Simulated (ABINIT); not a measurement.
# CdS (Hawleyite) (F-43m) in ABINIT: settings compared, part 2 of 2

ABINIT 10.8.3 (patched build).

## Step 4: Band structure, BLYP

File run.abi:

```
# Datasets: ground state, then fixed potential
ndtset 2

# Pseudopotentials
pp_dirpath "./"
pseudos "Cd.GGA_PBE-JTH.xml, S.GGA_PBE-JTH.xml"

# Structure
acell 3*1.0
rprim
     0.0000000000     5.5113862425     5.5113862425
     5.5113862425     0.0000000000     5.5113862425
     5.5113862425     5.5113862425     0.0000000000
ntypat 2
znucl 48 16
natom 2
typat 1 2
xred
     0.0000000000     0.0000000000     0.0000000000
     0.7500000000     0.7500000000     0.7500000000

# Plane-wave basis
ecut 22.0
pawecutdg 44.0

# Exchange and correlation
ixc -106131

# Bands and occupations
occopt 3
tsmear 0.05 eV

# SCF cycle
nstep 100

# Output
iomode 3
prtwf 0
prteig 0
prtebands 0
enunit 1
prtden1 1

# Dataset 1
kptopt1 1
ngkpt1 8 8 8
nshiftk1 1
shiftk1 0.0 0.0 0.0
nband1 13
tolvrs1 1.0e-9

# Dataset 2: bands along G-X-W-K-G-L-U-W-L-K
iscf2 -2
getden2 1
nband2 19
nbdbuf2 4
tolwfr2 1.0e-11
kptopt2 -9
ndivsm2 8
prteig2 1
kptbounds2
     0.0000000000     0.0000000000     0.0000000000
     0.5000000000     0.0000000000     0.5000000000
     0.5000000000     0.2500000000     0.7500000000
     0.3750000000     0.3750000000     0.7500000000
     0.0000000000     0.0000000000     0.0000000000
     0.5000000000     0.5000000000     0.5000000000
     0.6250000000     0.2500000000     0.6250000000
     0.5000000000     0.2500000000     0.7500000000
     0.5000000000     0.5000000000     0.5000000000
     0.3750000000     0.3750000000     0.7500000000
```

Potentials or basis: JTH PAW PBE v2.0.

On the command line:

```bash
> abinit run.abi > log 2>&1
```

run.abo:

```text
.Version 10.8.3 of ABINIT
 DATASET    1 : space group F-4 3 m (#216); Bravais cF (face-center cubic)
================================================================================
 Values of the parameters that define the memory need for DATASET  1.
     intxc =       0    ionmov =       0      iscf =      17    lmnmax =      18
     lnmax =       6     mgfft =      36  mpssoang =       3    mqgrid =    3001
     natom =       2  nloc_mem =       2    nspden =       1   nspinor =       1
    nsppol =       1      nsym =      24    n1xccc =       1    ntypat =       2
    occopt =       3   xclevel =       2
       mpw =        1666          nfft =       46656          nkpt =          29
 PAW method is used; the additional fine FFT grid is defined by:
   mgfftf=        48    nfftf =    110592
================================================================================
================================================================================

 DATASET    2 : space group F-4 3 m (#216); Bravais cF (face-center cubic)
================================================================================
 Values of the parameters that define the memory need for DATASET  2.
     intxc =       0    ionmov =       0      iscf =      -2    lmnmax =      18
     lnmax =       6     mgfft =      36  mpssoang =       3    mqgrid =    3001
     natom =       2  nloc_mem =       2    nspden =       1   nspinor =       1
    nsppol =       1      nsym =      24    n1xccc =       1    ntypat =       2
    occopt =       3   xclevel =       2
       mpw =        1673          nfft =       46656          nkpt =         139
 PAW method is used; the additional fine FFT grid is defined by:
   mgfftf=        48    nfftf =    110592
================================================================================
================================================================================

--------------------------------------------------------------------------------
------------- Echo of variables that govern the present computation ------------
--------------------------------------------------------------------------------
 -outvars: echo values of preprocessed input variables --------
            acell      1.0000000000E+00  1.0000000000E+00  1.0000000000E+00 Bohr
              amu      1.12411000E+02  3.20660000E+01
             ecut      2.20000000E+01 Hartree
           enunit           1
[... 1448 lines left out ...]
 Eigenvalues (   eV  ) for nkpt= 139  k points:
 kpt#   1, nband= 19, wtk=  1.00000, kpt=  0.0000  0.0000  0.0000 (reduced coord)
  -8.41963   -3.81076   -3.81076   -3.81076   -3.34076   -3.34076    3.95881    3.95881
   3.95881    5.02922   10.49955   10.49955   10.49955   15.32099   15.45192   15.45192
  17.35122   17.35122   17.35122
 kpt#   2, nband= 19, wtk=  1.00000, kpt=  0.0217  0.0000  0.0217 (reduced coord)
  -8.41703   -3.80950   -3.80941   -3.80941   -3.34131   -3.34037    3.89632    3.94809
   3.94809    5.09552   10.47385   10.51368   10.51368   15.35174   15.37901   15.45441
  17.36838   17.36838   17.39084
 kpt#   3, nband= 19, wtk=  1.00000, kpt=  0.0435  0.0000  0.0435 (reduced coord)
  -8.40926   -3.80569   -3.80537   -3.80537   -3.34292   -3.33919    3.74115    3.91632
   3.91632    5.26191   10.39944   10.55592   10.55592   15.14746   15.46171   15.48394
  17.41976   17.41984   17.48738
 kpt#   4, nband= 19, wtk=  1.00000, kpt=  0.0652  0.0000  0.0652 (reduced coord)
  -8.39646   -3.79925   -3.79869   -3.79869   -3.34553   -3.33726    3.54065    3.86466
   3.86466    5.48035   10.28378   10.62552   10.62552   14.84761   15.47420   15.67470
  17.50511   17.50512   17.60543
 kpt#   5, nband= 19, wtk=  1.00000, kpt=  0.0870  0.0000  0.0870 (reduced coord)
[... 525 lines left out ...]
   2.61792    8.29877    9.62919   12.02664   12.48094   13.88908   15.73442   17.91833
  18.91271   19.33728   19.51595
 kpt# 137, nband= 19, wtk=  1.00000, kpt=  0.3929  0.3929  0.7143 (reduced coord)
  -7.89022   -3.62424   -3.54392   -3.41175   -3.30482   -2.78259    0.00900    1.48378
   2.55223    8.28747    9.55512   12.20865   12.66766   13.69343   15.76047   18.05211
  19.08326   19.21777   19.60242
 kpt# 138, nband= 19, wtk=  1.00000, kpt=  0.3839  0.3839  0.7321 (reduced coord)
  -7.88324   -3.61885   -3.53222   -3.42038   -3.30135   -2.77381    0.01825    1.45107
   2.49335    8.25753    9.46860   12.39454   12.83592   13.55463   15.82311   18.09554
  19.02631   19.08694   19.45122
 kpt# 139, nband= 19, wtk=  1.00000, kpt=  0.3750  0.3750  0.7500 (reduced coord)
  -7.87876   -3.61450   -3.52333   -3.42874   -3.29699   -2.77315    0.01916    1.46121
   2.44290    8.21923    9.36893   12.52622   12.97907   13.51783   15.92376   18.03200
  18.84639   19.08555   19.44708

== END DATASET(S) ==============================================================
================================================================================

 -outvars: echo values of variables after computation  --------
            acell      1.0000000000E+00  1.0000000000E+00  1.0000000000E+00 Bohr
           etotal1    -5.7814518573E+01
            fcart1     1.5267513384E-30  1.5267513384E-30 -4.5802540153E-30
                      -1.5267513384E-30 -1.5267513384E-30  4.5802540153E-30
            rprim      0.0000000000E+00  5.5113862425E+00  5.5113862425E+00
                       5.5113862425E+00  0.0000000000E+00  5.5113862425E+00
                       5.5113862425E+00  5.5113862425E+00  0.0000000000E+00
           strten1    -2.1067013556E-04 -2.1067013556E-04 -2.1067013556E-04
                       0.0000000000E+00  0.0000000000E+00  0.0000000000E+00
           xangst      0.0000000000E+00  0.0000000000E+00  0.0000000000E+00
                       4.3747499971E+00  4.3747499971E+00  4.3747499971E+00
             xred      0.0000000000E+00  0.0000000000E+00  0.0000000000E+00
                       7.5000000000E-01  7.5000000000E-01  7.5000000000E-01
 Calculation completed.
```

It took 2.8 min on 1 thread of Intel Xeon at 2.70GHz, shared host; peak memory 0.18 GiB.

Results:

```
Free energy                                           : -1573.2132 eV
Pressure                                              : 6.2 GPa
Band gap on the k mesh                                : 1.07 eV, direct
Band gap along the path                               : 1.07 eV, direct
Valence electrons inside the program's atomic spheres : Cd 10.49; S 3.61
```

Levels at the corners of the path, in eV from the valence-band top:
```csv
point,band 7,band 8,band 9,band 10,band 11,band 12
Γ,0.00,0.00,0.00,1.07,6.54,6.54
X,-3.96,-1.86,-1.86,3.65,4.31,9.22
W,-3.91,-2.24,-2.16,5.29,5.53,7.23
K,-3.94,-2.50,-1.52,4.26,5.41,8.57
Γ,0.00,0.00,0.00,1.07,6.54,6.54
L,-4.38,-0.75,-0.75,2.95,7.03,7.03
U,-3.94,-2.50,-1.52,4.26,5.41,8.57
W,-3.91,-2.24,-2.16,5.29,5.53,7.23
L,-4.38,-0.75,-0.75,2.95,7.03,7.03
K,-3.94,-2.50,-1.52,4.26,5.41,8.57
```

Caveat: the PAW data sets were made with another functional, which shifts forces and pressure a little.

## Step 5: Equation of state, rPW86PBE

File run.abi:

```
# Datasets: one volume each
ndtset 7
getwfk -1
scalecart1 3*0.9795861087
scalecart2 3*0.9864848297
scalecart3 3*0.9932883884
scalecart4 3*1.0000000000
scalecart5 3*1.0066227096
scalecart6 3*1.0131594038
scalecart7 3*1.0196128224

# Pseudopotentials
pp_dirpath "./"
pseudos "Cd.GGA_PBE-JTH.xml, S.GGA_PBE-JTH.xml"

# Structure
acell 4.1245538547 4.1245538547 4.1245538547 Angstrom
rprim
     0.0000000000     0.7071067812     0.7071067812
     0.7071067812     0.0000000000     0.7071067812
     0.7071067812     0.7071067812     0.0000000000
ntypat 2
znucl 48 16
natom 2
typat 1 2
xred
     0.0000000000     0.0000000000     0.0000000000
     0.7500000000     0.7500000000     0.7500000000

# Plane-wave basis
ecut 22.0
pawecutdg 44.0

# k points
kptopt 1
ngkpt 8 8 8
nshiftk 1
shiftk 0.0 0.0 0.0

# Exchange and correlation
ixc -144130

# Bands and occupations
nband 13
occopt 3
tsmear 0.00183747

# SCF cycle
nstep 100
tolvrs 1.0e-9

# Output
iomode 3
prtwf 1
prtden 0
prteig 0
prtebands 0
enunit 2
```

On the command line:

```bash
> abinit run.abi > log 2>&1
```

It took 4.4 min on 1 thread of Intel Xeon at 2.70GHz, shared host; peak memory 0.17 GiB.

It converged, with:

- Equilibrium volume: 27.11 Å³/atom (rough: see the caveat)
- Bulk modulus: 49 GPa (rough)

Energy against volume, from the lowest point:
```tsv
volume (Å³/atom)	energy (meV/atom)
23.319	104.07
23.815	74.50
24.312	50.51
24.808	31.54
25.304	17.08
25.800	6.72
26.296	0.00
```

Caveat: pressures at fixed basis lie under the slope of the energies; the minimum lies outside the volumes run; the PAW data sets were made with another functional, which shifts forces and pressure a little.

## Step 6: The runs side by side

| task | level | gap on the mesh (eV) | pressure (GPa) |
| --- | --- | --- | --- |
| band structure | HCTH407 | 1.64 | 5.2 |
| band structure | BLYP | 1.07 | 6.2 |
| equation of state | rPW86PBE | - | - |

Alike in all rows: potentials or basis JTH PAW PBE v2.0; no spin polarisation; cell as given; k mesh 8 × 8 × 8; cutoff (eV) 599; smearing fermi-dirac 0.05 eV.

Caveats: the PAW data sets were made with another functional, which shifts forces and pressure a little; pressures at fixed basis lie under the slope of the energies (some runs); the minimum lies outside the volumes run (some runs).

Total energies depend on the potentials used, so only differences within one code and one set of settings carry meaning.
